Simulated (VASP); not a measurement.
# ZnS (F-43m) in VASP: a series of runs

Runs on ZnS. Level: PBE. Tasks: relaxation of cell and atoms.

Everything below comes from runs of VASP 6.6.1. Logs are shortened: lines on timing, memory, paths and dates and some standing lists are left out, and cuts for length are marked.

## Step 1: The crystal as given

The structure is cubic, space group F-43m (No. 216). Conventional cell: a = 5.404 Å, b = 5.404 Å, c = 5.404 Å, α = 90.00°, β = 90.00°, γ = 90.00°. Zn (site symmetry -43m) has 4 S at 2.34 Å as nearest neighbours. Around S (site symmetry -43m) lie 4 Zn at 2.34 Å.

## Step 2: Relaxation of cell and atoms, PBE

Contents of INCAR:

```
ALGO     = Normal         # electronic algorithm
EDIFF    = 1E-7           # SCF threshold, eV
EDIFFG   = -0.002         # ionic threshold
ENCUT    = 520            # plane-wave cutoff, eV
GGA      = PE             # functional
IBRION   = 2              # ionic algorithm
ISIF     = 3              # what is computed and relaxed
ISMEAR   = 0              # smearing method
KPAR     = 4            
LASPH    = T              # aspherical terms in the spheres
LCHARG   = F              # write CHGCAR
LREAL    = F              # projectors in reciprocal space
LWAVE    = F              # write WAVECAR
NELM     = 100            # most SCF steps
NSW      = 80             # ionic steps
PREC     = Accurate       # precision mode
SIGMA    = 0.02           # smearing width, eV
```

Contents of KPOINTS:

```
k-points
0
Gamma
  10 10 10
```

Contents of POSCAR:

```
ZnS
1.0
    0.0000000000      2.7020000000      2.7020000000
    2.7020000000      0.0000000000      2.7020000000
    2.7020000000      2.7020000000      0.0000000000
Zn S
1 1
Direct
    0.2500000000      0.2500000000      0.2500000000
    0.0000000000      0.0000000000      0.0000000000
```

Potentials or basis: VASP PAW PBE potentials, release 64 (Zn, S).

Run with:

```
cat potpaw_PBE.64/Zn/POTCAR potpaw_PBE.64/S/POTCAR > POTCAR
mpirun -np 4 vasp_std > vasp.out
```

OUTCAR:

```text
EDIFF = 1E-7
   EDIFFG = -0.002
   ENCUT = 520
   GGA = PE
   IBRION = 2
   ISIF = 3
   ISMEAR = 0
   LASPH = T
   LREAL = F
   NELM = 100
   NSW = 80
   PREC = Accurate

 ion  position               nearest neighbor table
   1  0.250  0.250  0.250-   2 2.34   2 2.34   2 2.34   2 2.34
   2  0.000  0.000  0.000-   1 2.34   1 2.34   1 2.34   1 2.34

  LATTYP: Found a face centered cubic cell.
 ALAT       =     5.4040000000

  Lattice vectors:

 A1 = (   0.0000000000,   2.7020000000,   2.7020000000)
 A2 = (   2.7020000000,   0.0000000000,   2.7020000000)
 A3 = (   2.7020000000,   2.7020000000,   0.0000000000)

Analysis of symmetry for initial positions (statically):
=====================================================================
 Subroutine PRICEL returns:
 Original cell was already a primitive cell.

 Routine SETGRP: Setting up the symmetry group for a
 face centered cubic supercell.

 Subroutine GETGRP returns: Found 24 space group operations
 (whereof 24 operations were pure point group operations)
 out of a pool of 48 trial point group operations.

The static configuration has the point symmetry T_d .

Analysis of symmetry for dynamics (positions and initial velocities):
=====================================================================
 Subroutine PRICEL returns:
 Original cell was already a primitive cell.

 Routine SETGRP: Setting up the symmetry group for a
 face centered cubic supercell.

 Subroutine GETGRP returns: Found 24 space group operations
 (whereof 24 operations were pure point group operations)
 out of a pool of 48 trial point group operations.

The dynamic configuration has the point symmetry T_d .

 Subroutine INISYM returns: Found 24 space group operations
 (whereof 24 operations are pure point group operations),
 and found     1 'primitive' translations

----------------------------------------------------------------------------------------

                                     Primitive cell

  volume of cell :      39.4535

  direct lattice vectors                    reciprocal lattice vectors
     0.000000000  2.702000000  2.702000000    -0.185048113  0.185048113  0.185048113
     2.702000000  0.000000000  2.702000000     0.185048113 -0.185048113  0.185048113
     2.702000000  2.702000000  0.000000000     0.185048113  0.185048113 -0.185048113

  length of vectors
     3.821205046  3.821205046  3.821205046     0.320512733  0.320512733  0.320512733

  position of ions in fractional coordinates (direct lattice)
     0.250000000  0.250000000  0.250000000
     0.000000000  0.000000000  0.000000000

  ion indices of the primitive-cell ions
   primitive index   ion index
                 1           1
                 2           2

----------------------------------------------------------------------------------------

 KPOINTS: k-points

Automatic generation of k-mesh.
 Grid dimensions read from file:
 generate k-points for:   10   10   10

 Generating k-lattice:

  Cartesian coordinates                     Fractional coordinates (reciprocal lattice)
    -0.018504811  0.018504811  0.018504811     0.100000000  0.000000000  0.000000000
     0.018504811 -0.018504811  0.018504811     0.000000000  0.100000000  0.000000000
     0.018504811  0.018504811 -0.018504811     0.000000000  0.000000000  0.100000000

  Length of vectors
     0.032051273  0.032051273  0.032051273

  Shift w.r.t. Gamma in fractional coordinates (k-lattice)
     0.000000000  0.000000000  0.000000000

 Subroutine IBZKPT returns following result:
 ===========================================

 Found     47 irreducible k-points:

 Following reciprocal coordinates:
            Coordinates               Weight
  0.000000  0.000000  0.000000      1.000000
  0.100000  0.000000  0.000000      8.000000
  0.200000  0.000000  0.000000      8.000000
  0.300000  0.000000  0.000000      8.000000
  0.400000  0.000000  0.000000      8.000000
  0.500000  0.000000  0.000000      4.000000
[... 16 lines left out ...]
  0.300000  0.300000  0.000000      6.000000
  0.400000  0.300000  0.000000     24.000000
 [... further k-points ...]
   k-points           NKPTS =     47   k-points in BZ     NKDIM =     47   number of bands    NBANDS=     13
   number of dos      NEDOS =    301   number of ions     NIONS =      2
   total plane-waves  NPLWV =  21952
   dimension x,y,z NGX =    28 NGY =   28 NGZ =   28
   dimension x,y,z NGXF=    56 NGYF=   56 NGZF=   56
   ions per type =               1   1
   NGX,Y,Z   is equivalent  to a cutoff of  12.18, 12.18, 12.18 a.u.
   NGXF,Y,Z  is equivalent  to a cutoff of  24.36, 24.36, 24.36 a.u.
 SYSTEM =  unknown system
   PREC   = accura    normal or accurate (medium, high low for compatibility)
   ISTART =      0    job   : 0-new  1-cont  2-samecut
   ICHARG =      2    charge: 1-file 2-atom 10-const
   ISPIN  =      1    spin polarized calculation?
   LNONCOLLINEAR =      F non collinear calculations
   LSORBIT =      F    spin-orbit coupling
   LASPH  =      T    aspherical Exc in radial PAW
   ENCUT  =  520.0 eV  38.22 Ry    6.18 a.u.   7.10  7.10  7.10*2*pi/ulx,y,z
   NELM   =    100;   NELMIN=  2; NELMDL= -5     # of ELM steps
   EDIFF  = 0.1E-06   stopping-criterion for ELM
   LREAL  =      F    real-space projection
   EDIFFG = -.2E-02   stopping-criterion for IOM
   NSW    =     80    number of steps for IOM
   IBRION =      2    ionic relax: 0-MD 1-quasi-New 2-CG
   NFREE  =      1    steps in history (QN), initial steepest desc. (CG)
   ISIF   =      3    stress and relaxation
   ISYM   =      2    0-nonsym 1-usesym 2-fastsym
   POTIM  = 0.5000    time-step for ionic-motion
   TEBEG  =    0.0;   TEEND  =   0.0 temperature during run
   PSTRESS=    0.0 pullay stress
   NELECT =      18.0000    total number of electrons
   NUPDOWN=      -1.0000    fix difference up-down
   EMIN   =  10.00;   EMAX   =-10.00  energy-range for DOS
   EFERMI =   0.00;   METHOD = LEGACY
   ISMEAR =     0;   SIGMA  =   0.02  broadening in eV -4-tet -1-fermi 0-gaus
   EFERMI_NEDOS =   21; number of points for ismear=-14 and -15
   IALGO  =     38    algorithm
   IMIX   =      4    mixing-type and parameters
     AMIX     =   0.40;   BMIX     =  1.00
     AMIX_MAG =   1.60;   BMIX_MAG =  1.00
  volume/ion in A,a.u.               =      19.73       133.12
  Fermi-wavevector in a.u.,A,eV,Ry     =   1.260290  2.381602 21.610537  1.588330
  Thomas-Fermi vector in A             =   2.393807
   LORBIT       =      0    0 simple, 1 ext, 2 COOP (PROOUT), +10 PAW based schemes
   GGA     = PE    functional components
   LHFCALC =     F    Hartree Fock is set to
   AEXX    =    0.0000 exact exchange contribution
   IVDW    =     0    specifies the selected vdW correction
   LEPSILON=     F    determine dielectric tensor
   LRPA    =     F    only Hartree local field effects (RPA)
 conjugate gradient relaxation of ions
 non-spin polarized calculation
 Gauss-broadening in eV      SIGMA  =   0.02
  energy-cutoff  :      520.00
  volume of cell :       39.45
 maximum number of plane-waves:      1073
   NGX = 15   NGY = 15   NGZ = 15

--------------------------------------- Ionic step        1  -------------------------------------------

 number of electron      18.0000000 magnetization

 Free energy of the ion-electron system (eV)
  ---------------------------------------------------
  ext. energy  EPLUGINS =         0.00000000
  ---------------------------------------------------
  free energy    TOTEN  =        -6.84732053 eV

  energy without entropy =       -6.84732053  energy(sigma->0) =       -6.84732053

------------------------ aborting loop because EDIFF is reached ----------------------------------------

  FORCE on cell =-STRESS in cart. coord.  units (eV):
  Direction    XX          YY          ZZ          XY          YZ          ZX
  --------------------------------------------------------------------------------------
  -------------------------------------------------------------------------------------
  Total        0.4332250      0.4332250      0.4332250      0.0000000      0.0000000      0.0000000
  in kB       17.5929272     17.5929272     17.5929272      0.0000000      0.0000000      0.0000000
  external PRESSURE =      17.5929272 kB  Pullay stress =       0.0000000 kB
[... 57 lines left out ...]
  energy  without entropy=       -6.8519555594  energy(sigma->0) =       -6.85195556

--------------------------------------- Ionic step        3  -------------------------------------------

 number of electron      17.9999987 magnetization

 Free energy of the ion-electron system (eV)
  ---------------------------------------------------
  ext. energy  EPLUGINS =         0.00000000
  ---------------------------------------------------
  free energy    TOTEN  =        -6.85241775 eV

  energy without entropy =       -6.85241775  energy(sigma->0) =       -6.85241775

 E-fermi :   2.0350     XC(G=0):  -9.5182

 val. band max:        1.8871830799   @ k =   0.0000   0.0000   0.0000
 cond. band min:       3.8979075240   @ k =   0.0000   0.0000   0.0000
 fundamental gap:      2.0107244441
 Fermi energy:         2.0350119663

 k-point     1 :       0.0000    0.0000    0.0000
  band No.  band energies     occupation
      1     -11.0898      2.00000
      2      -4.3595      2.00000
      3      -4.3595      2.00000
      4      -4.3595      2.00000
      5      -3.8892      2.00000
      6      -3.8892      2.00000
      7       1.8872      2.00000
      8       1.8872      2.00000
      9       1.8872      2.00000
     10       3.8979      0.00000
     11       8.2989      0.00000
     12       8.2989      0.00000
     13       8.2989      0.00000
[... 353 lines left out ...]
 k-point    24 :       0.4000    0.3000    0.0000
  band No.  band energies     occupation
      1     -10.1747      2.00000
      2      -4.3592      2.00000
      3      -4.1268      2.00000
      4      -4.1171      2.00000
      5      -3.8624      2.00000
      6      -3.8357      2.00000
      7      -1.7999      2.00000
      8      -0.0194      2.00000
      9       0.1829      2.00000
     10       5.9858      0.00000
     11       6.5530      0.00000
     12      10.6003      0.00000
     13      11.5453      0.00000

 [... further k-points ...]

------------------------ aborting loop because EDIFF is reached ----------------------------------------

  FORCE on cell =-STRESS in cart. coord.  units (eV):
  Direction    XX          YY          ZZ          XY          YZ          ZX
  --------------------------------------------------------------------------------------
  -------------------------------------------------------------------------------------
  Total        0.0005682      0.0005682      0.0005682     -0.0000000     -0.0000000     -0.0000000
  in kB        0.0225315      0.0225315      0.0225315     -0.0000000     -0.0000000     -0.0000000
  external PRESSURE =       0.0225315 kB  Pullay stress =       0.0000000 kB
[... 17 lines left out ...]
  FREE ENERGIE OF THE ION-ELECTRON SYSTEM (eV)
  ---------------------------------------------------
  free  energy   TOTEN  =        -6.8524177464 eV

  energy  without entropy=       -6.8524177464  energy(sigma->0) =       -6.85241775

 reached required accuracy - stopping structural energy minimisation
```

It took 21 s on 4 MPI ranks of AMD EPYC 7R13 (Zen 3), shared host; peak memory 0.14 GiB.

Results:

| Quantity | Value |
| --- | --- |
| Free energy | -6.8524 eV |
| Relaxed volume | 20.20 Å³/atom |
| Relaxed cell | a = 3.852 Å, b = 3.852 Å, c = 3.852 Å, α = 60.00°, β = 60.00°, γ = 60.00° |
| Space group after relaxing (to 0.05 Å) | F-43m (No. 216) |
| Energy gained by relaxing | 2.5 meV/atom |
| Ionic steps | 3 |
| Pressure after relaxing | 0.0 GPa |
| Band gap on the k mesh | 2.01 eV, direct |

The path:
```csv
step,energy change (eV),largest force (eV/Å),pressure (GPa),volume (Å³)
1,0.0000,0.0000,1.76,39.45
2,-0.0046,0.0000,-0.49,40.70
3,-0.0051,0.0000,0.00,40.41
```

Final structure:
```
Zn S
1.0
     0.00000    2.72357    2.72357
     2.72357    0.00000    2.72357
     2.72357    2.72357    0.00000
Zn S
1 1
Direct
  0.25000 0.25000 0.25000
  0.00000 0.00000 0.00000
```

Levels at points of the mesh, in eV from the valence-band top:
```tsv
k point	band 7	band 8	band 9	band 10	band 11	band 12
(0.00, 0.00, 0.00)	0.00	0.00	0.00	2.01	6.41	6.41
(0.50, 0.00, 0.00)	-5.14	-0.83	-0.83	3.26	6.94	6.94
(0.50, 0.50, 0.00)	-4.46	-2.13	-2.13	3.46	4.07	10.81
```

## Step 3: Relaxation of cell and atoms, PBE

This run uses another cell than the first one, of 20.20 Å³/atom, 1.024 times its volume.

INCAR is that of step 2.

KPOINTS is that of step 2.

Contents of POSCAR:

```
ZnS                                     
1.0
   -0.0000000000      2.7235674205      2.7235674205
    2.7235674205      0.0000000000      2.7235674205
    2.7235674205      2.7235674205      0.0000000000
  Zn              S             
     1     1
Direct
     0.2500000000000000    0.2500000000000000    0.2500000000000000
     0.0000000000000000    0.0000000000000000    0.0000000000000000
```

Potentials or basis: VASP PAW PBE potentials, release 64 (Zn, S).

Run with:

```
cat potpaw_PBE.64/Zn/POTCAR potpaw_PBE.64/S/POTCAR > POTCAR
mpirun -np 4 vasp_std > vasp.out
```

Run time: 12 s. Hardware: 4 MPI ranks of AMD EPYC 7R13 (Zen 3), shared host; peak memory 0.15 GiB.

Results (log left out):

| Property | Result |
| --- | --- |
| Free energy | -6.8527 eV |
| Pressure after relaxing | 0.0 GPa |
| Band gap on the k mesh | 2.01 eV, direct |

Final structure:
```yaml
crystal:
  lattice:
    - [0.00000, 2.72357, 2.72357]
    - [2.72357, 0.00000, 2.72357]
    - [2.72357, 2.72357, 0.00000]
  atoms:
    - { symbol: Zn, position: [0.25000, 0.25000, 0.25000] }
    - { symbol: S, position: [0.00000, 0.00000, 0.00000] }
```

Levels at points of the mesh, in eV from the valence-band top:
```tsv
k point	band 7	band 8	band 9	band 10	band 11	band 12
(0.00, 0.00, 0.00)	0.00	0.00	0.00	2.01	6.41	6.41
(0.50, 0.00, 0.00)	-5.14	-0.83	-0.83	3.26	6.94	6.94
(0.50, 0.50, 0.00)	-4.46	-2.13	-2.13	3.46	4.07	10.81
```

Caveat: the relaxation stopped at its first step, so nothing moved. As with any semilocal functional, this PBE gap is likely too small.
